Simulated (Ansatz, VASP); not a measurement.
## One calculation of Ta, two programs

```xyz
1
Lattice="-1.6417 1.6417 1.6417 1.6417 -1.6417 1.6417 1.6417 1.6417 -1.6417" Properties=species:S:1:pos:R:3 pbc="T T T"
Ta    0.0000    0.0000    0.0000
```

Alike in both runs: functional PBEsol; k mesh 18 × 18 × 18; occupations fermi-dirac, width 0.15 eV; no spin polarisation.

Ansatz relaxed the structure, and its values are those at the end. VASP's run is a single point on that final structure, the one shown.

|  | VASP | Ansatz |
| --- | --- | --- |
| version | VASP 6.6.1 | Ansatz 0.2.0 |
| potentials or method | VASP PAW PBE potentials, release 64 (Ta_pv) | scalar-relativistic, plane waves, PAW |
| plane-wave cutoff (eV) | 520 | 420 |
| valence electrons in the cell | 11 | 13 |

```csv
,VASP,Ansatz,Ansatz less VASP
gap on the k mesh at the Fermi level (eV),none,none,-
pressure (GPa),0.2,0.0,-0.19
```

A gap of «none» marks a metal or a gap that the smearing closes. The two sets of potentials don't hold the same shells in valence. Ansatz warned: «pseudo_functional_mismatch».

Caveats: the PAW data sets were made with another functional, which shifts forces and pressure a little (VASP). Spin-orbit coupling is left out, which matters for the levels of Ta.
